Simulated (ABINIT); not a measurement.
# WS2 in ABINIT: convergence with pawecutdg

Slab: WS2, a slab with vacuum.

```xyz
3
Lattice="3.1835 0.0000 0.0000 -1.5918 2.7570 0.0000 0.0000 0.0000 16.9506" Properties=species:S:1:pos:R:3 pbc="T T T"
W     0.0000    0.0000    0.0000
S     0.0000    1.8380    1.5595
S     0.0000    1.8380   15.3911
```

| Item | Value |
| --- | --- |
| Program | ABINIT 10.8.3 (patched build) |
| Task | single point |
| Functional | PBE |
| Potentials or basis | JTH PAW PBE v2.0 |
| Cutoff | 544 eV |
| k mesh | 10 × 10 × 2 |
| Occupations | gaussian, width 0.1 eV |
| Spin | no spin polarisation |

These are the settings of the first run; the series varies pawecutdg, with any setting tied to it.

Hardware: 1 thread of Arm Neoverse V1 (shared host).

Task: The values tried are 20.6, 24, 30, 36, 44, 54, 66, loosest first. From which on does the energy stay within 1 meV/atom of the tightest run that finished?

Result: From 30 on.

| pawecutdg | energy less the tightest run, at zero smearing (meV/atom) | largest force (eV/Å) | SCF cycles | CPU time (s) | peak memory (GiB) |
| --- | --- | --- | --- | --- | --- |
| 20.6 | -2.90 | 0.286 | 28 | 160 | 0.17 |
| 24 | -1.46 | 0.290 | 28 | 150 | 0.18 |
| 30 | -0.23 | 0.282 | 33 | 180 | 0.18 |
| 36 | -0.92 | 0.287 | 28 | 160 | 0.21 |
| 44 | -0.25 | 0.276 | 29 | 160 | 0.21 |
| 54 | 0.03 | 0.283 | 29 | 160 | 0.24 |
| 66 | 0.00 | 0.273 | 31 | 170 | 0.3 |

Not settled before the last step: the largest force (to 0.005 eV/Å). The tightest run that finished is the yardstick and may itself not be fully converged.
